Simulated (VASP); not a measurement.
Set up this calculation in VASP 6.6.1, as the native input.

| Property | Result |
| --- | --- |
| Task | single point |
| Functional | PBEsol |
| Potentials or basis | VASP PAW PBE potentials, release 64 (Li_sv, Cl) |
| Cutoff | 520 eV |
| k mesh | 8 × 8 × 8 |
| Occupations | gaussian, width 0.05 eV |
| Spin | no spin polarisation |
| Dipole correction | no |
| Further INCAR settings | ALGO = Fast; EDIFF = 1e-06; NBANDS = 12 |

The structure of LiCl lies in POSCAR:

```
LiCl
1.0
    0.0000000000      2.4621696000      2.5647600000
    2.4621696000      0.0000000000      2.5647600000
    2.4621696000      2.4621696000      0.0000000000
Li Cl
1 1
Direct
    0.0000000000      0.0000000000      0.0000000000
    0.5000000000      0.5000000000      0.5000000000
```

The cell isn't the ideal one: strain -0.0400 x Voigt [1, 1, 0, 0, 0, 0], atoms carried along.

The input as run:

INCAR

```
SYSTEM = LiCl
  PREC = Accurate
  ENCUT = 520
  EDIFF = 1E-6
  ISMEAR = 0
  SIGMA = 0.05
  LREAL = .FALSE.
  LASPH = .TRUE.
  NELM = 80
  ALGO = Fast
  ISIF = 2
  LWAVE = .FALSE.
  LCHARG = .FALSE.
  GGA = PS
  NBANDS = 12
```

KPOINTS

```
Automatic mesh
0
G
  8 8 8
  0 0 0
```

Potentials or basis: VASP PAW PBE potentials, release 64 (Li_sv, Cl).

Command:

```console
$ cat potpaw_PBE.64/Li_sv/POTCAR potpaw_PBE.64/Cl/POTCAR > POTCAR
$ mpirun -np 1 vasp_std > vasp.out
```

Results of the run:

```
Band gap on the k mesh : 6.56 eV, direct
```

Run time: 12 s on 1 thread of Intel(R) Xeon(R) 6975P-C (Granite Rapids), on a shared host, peak memory 0.15 GiB.
